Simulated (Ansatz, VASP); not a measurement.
## One calculation of P, two programs

```
P
1.0
     2.70538    0.00000    0.00000
    -1.35269    2.34293    0.00000
     0.00000    0.00000    4.58769
P
2
Direct
  0.33333 0.66667 0.25000
  0.66667 0.33333 0.75000
```

Alike in both runs: functional PBE; k mesh 15 × 15 × 8; occupations fermi-dirac, width 0.05 eV; no spin polarisation.

Ansatz relaxed the structure, and its values are those at the end. VASP's run is a single point on that final structure, the one shown.

|  | VASP | Ansatz |
| --- | --- | --- |
| version | VASP 6.6.1 | Ansatz 0.2.0 |
| potentials or method | VASP PAW PBE potentials, release 64 (P) | PAW with Ansatz's default frozen-core files, scalar-relativistic |
| plane-wave cutoff (eV) | 520 | 420 |
| valence electrons in the cell | 10 | 10 |

```csv
,VASP,Ansatz,Ansatz less VASP
pressure (GPa),-0.2,0.0,+0.19
```
